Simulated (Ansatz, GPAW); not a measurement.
## AuAl2: the functional in 2 programs

Symmetry: Fm-3m, No. 225, cubic system. The conventional cell has a = 6.000 Å, b = 6.000 Å, c = 6.000 Å, α = 90.00°, β = 90.00°, γ = 90.00°. Around Au (site symmetry m-3m) lie 8 Al at 2.60 Å. Around Al (site symmetry -43m) lie 4 Au at 2.60 Å.

Kept alike: task band structure; k mesh 8 × 8 × 8; occupations fermi-dirac, width 0.05 eV; no spin polarisation. The mesh is that of the run's cell of 3 atoms. No spin-orbit coupling.

- A: GPAW; the program's PAW data sets (release 1.2.1) made for this functional (LDA); GPAW PAW data sets (gpaw-data 1.2.1) (PBE); PAW data sets generated for this functional (PBEsol), cutoff 600 eV
- B: Ansatz, all-electron LAPW, scalar-relativistic

| functional | A: pressure (GPa) | B: pressure (GPa) |
| --- | --- | --- |
| LDA | -2.29 | -2.63 |
| PBE | 3.68 | 3.28 |
| PBEsol | 0.46 | 0.05 |

Pressure is positive in compression; plane-wave values hold the error of the finite cutoff. For a metal such a mesh leaves the last digits unconverged.

**Question.** How large is the effect of the functional, and do the programs agree on it?

**Answer.** From LDA to PBE the pressure moves by +5.97 in A, +5.91 in B (GPa). Row by row the programs differ by 0.34 to 0.41, and over this span the shifts, as printed, agree within about 1 %. Shifts from LDA: PBE +5.97, +5.91; PBEsol +2.75, +2.68; the programs' shifts differ by up to 0.07.
